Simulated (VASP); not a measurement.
Set up this calculation in VASP 6.6.1, as the native input.

```
Task                               : single point
Functional                         : HSE06
Potentials or basis                : VASP PAW PBE potentials, release 64 (Si, C)
Cutoff                             : 450 eV
k mesh                             : 6 × 6 × 1
Occupations                        : fermi-dirac, width 0.05 eV
Spin                               : no spin polarisation
Grid for exact exchange (PRECFOCK) : Fast
Screening parameter                : 0.2 1/A
Further INCAR settings             : ALGO = Normal; EDIFF = 1e-07; NBANDS = 36
```

SiC:

```xyz
12
Lattice="3.0800 0.0000 0.0000 -1.5400 2.6674 0.0000 0.0000 0.0000 15.1200" Properties=species:S:1:pos:R:3 pbc="T T T"
Si    0.0000    0.0000    0.0000
Si    0.0000    1.7782    2.5200
Si    1.5400    0.8891    5.0400
Si    0.0000    0.0000    7.5600
Si    1.5400    0.8891   10.0800
Si    0.0000    1.7782   12.6000
C     0.0000    0.0000    1.8900
C     0.0000    1.7782    4.4100
C     1.5400    0.8891    6.9300
C     0.0000    0.0000    9.4500
C     1.5400    0.8891   11.9700
C     0.0000    1.7782   14.4900
```

The cell was built by a generator and needn't be a form met in nature.

The input as run:

POSCAR

```
SiC
1.0
    3.0800000000      0.0000000000      0.0000000000
   -1.5400000000      2.6673582437      0.0000000000
    0.0000000000      0.0000000000     15.1200000000
Si C
6 6
Direct
    0.0000000000      0.0000000000      0.0000000000
    0.3333333333      0.6666666667      0.1666666667
    0.6666666667      0.3333333333      0.3333333333
    0.0000000000      0.0000000000      0.5000000000
    0.6666666667      0.3333333333      0.6666666667
    0.3333333333      0.6666666667      0.8333333333
    0.0000000000      0.0000000000      0.1250000000
    0.3333333333      0.6666666667      0.2916666667
    0.6666666667      0.3333333333      0.4583333333
    0.0000000000      0.0000000000      0.6250000000
    0.6666666667      0.3333333333      0.7916666667
    0.3333333333      0.6666666667      0.9583333333
```

INCAR.step1

```
PREC = Accurate
ENCUT = 450
EDIFF = 1E-5
ISMEAR = -1
SIGMA = 0.05
LREAL = F
LASPH = T
NELM = 80
ALGO = Normal
ISIF = 2
LWAVE = T
LCHARG = F
NBANDS = 36
GGA = PE
```

INCAR.step2

```
PREC = Accurate
ENCUT = 450
EDIFF = 1E-7
ISMEAR = -1
SIGMA = 0.05
LREAL = F
LASPH = T
NELM = 80
ALGO = Normal
ISIF = 2
LWAVE = F
LCHARG = F
GGA = PE
LHFCALC = T
HFSCREEN = 0.2
PRECFOCK = Fast
NBANDS = 36
ISTART = 1
```

KPOINTS

```
regular mesh
0
Gamma
  6 6 1
```

Potentials or basis: VASP PAW PBE potentials, release 64 (Si, C).

Run with:

```console
$ cat potpaw_PBE.64/Si/POTCAR potpaw_PBE.64/C/POTCAR > POTCAR
$ cp INCAR.step1 INCAR
$ mpirun -np 8 vasp_std > vasp.out
$ cp INCAR.step2 INCAR
$ mpirun -np 8 vasp_std > vasp.out
```

Results of the run:

- Largest force: 0.146 eV/Å
- Band gap on the k mesh: 2.93 eV, indirect (least direct gap 4.15 eV)

Caveat: the PAW data sets were made with another functional, which shifts forces and pressure a little; an odd mesh through Γ misses points on the zone boundary, where band edges often lie.

Wall time 2.4 min on 8 MPI ranks on Intel(R) Xeon(R) 6975P-C (Granite Rapids), with other jobs on the host, peak memory 0.24 GiB a rank.
